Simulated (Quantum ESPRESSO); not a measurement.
**Si2Mo: equation of state with PBE**

Si2Mo:

```xyz
3
Lattice="-1.6000 1.6000 3.9305 1.6000 -1.6000 3.9305 1.6000 1.6000 -3.9305" Properties=species:S:1:pos:R:3 pbc="T T T"
Mo    0.0000    0.0000    0.0000
Si    0.0000    0.0000    5.2433
Si    0.0000    0.0000    2.6177
```

```yaml
Program: Quantum ESPRESSO 7.5
Task: equation of state
Functional: PBE
Potentials_or_basis: SSSP 1.3 efficiency PBE
Cutoff: 816 eV
Density_cutoff: 5987 eV
k_mesh: 12 × 12 × 12
Occupations: fermi-dirac, width 0.05 eV
Spin: no spin polarisation
```

```
Equilibrium volume                        : 13.55 Å³/atom
Bulk modulus at fixed shape and positions : 208 GPa
Pressure derivative of the bulk modulus   : 4.4
```

Energy against volume, from the lowest point:
| volume (Å³/atom) | energy (meV/atom) |
| --- | --- |
| 12.611 | 47.22 |
| 12.879 | 22.74 |
| 13.148 | 7.31 |
| 13.416 | 0.00 |
| 13.684 | 0.00 |
| 13.953 | 6.55 |
| 14.221 | 18.98 |

All runs of the series together: 7.6 min on 2 threads of Intel(R) Xeon(R) Platinum 8488C (Sapphire Rapids), with other jobs on the host.

Caveat: the cell was scaled at fixed shape and fractional positions, which overstates the stiffness of a crystal with free parameters, most of all of layers and chains.
